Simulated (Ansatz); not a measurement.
All cells: G0W0@PBE, plasmon-pole screening, hard PAW set made for 700 eV (Ansatz); response cutoff 200 eV, empty bands to 200 eV, primitive cells on a 4×4×4 mesh, the pole fitted at a frequency of each cell's own, no spin-orbit coupling. Band edges are those of the mesh. The mesh is coarse, the sums aren't at the basis limit and many cells are compressed or hypothetical, so the values aren't those of the ambient crystals.

(1) Order these cells by the G0W0 correction to the gap between the Kohn-Sham band edges, largest first.
A. BAs (F-43m), 2 atoms, 13.3 Å³ an atom
B. KBr (Fm-3m), 2 atoms, 34.6 Å³ an atom
C. CaO (Fm-3m), 2 atoms, 12.5 Å³ an atom

Answers

(1) B (2.53 eV), C (2.15 eV), A (0.48 eV).

Model cells at fixed atoms, which needn't be the relaxed known crystals. The mesh overscreens BAs strongly, which shrinks the G0W0 correction.
